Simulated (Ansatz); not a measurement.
BaTe:

```xyz
2
Lattice="0.0000 3.4100 3.4100 3.4100 0.0000 3.4100 3.4100 3.4100 0.0000" Properties=species:S:1:pos:R:3 pbc="T T T"
Ba    0.0000    0.0000    0.0000
Te    3.4100    3.4100    3.4100
```

Base run:

- Program: Ansatz 0.2.0
- Functional: HSE06 form with a typed share of exact exchange
- Potentials or basis: Ansatz PAW
- Cutoff: 420 eV (not typed: the program's choice for these potentials)
- k mesh: 4 × 4 × 4
- Occupations: fermi-dirac, width 0.05 eV
- Spin: no spin polarisation

Its results: band gap on the k mesh 1.83 eV, indirect (least direct gap 2.21 eV); pressure 3.8 GPa.

After a change of settings the same cell gave: band gap on the k mesh 2.27 eV, indirect (least direct gap 2.67 eV); pressure 3.6 GPa. Which change was it?
A. share of exact exchange from 0.15 to 0.4
B. share of exact exchange from 0.15 to 0.3
C. share of exact exchange from 0.15 to 0.1
D. share of exact exchange from 0.15 to 0.2

B.

Caveats: spin-orbit coupling is left out, which moves the levels of the heavy elements; the PAW data sets come from PBE, with cores solved anew for the run's functional, which leaves a small shift of forces and pressure; the thresholds are loose for stress.
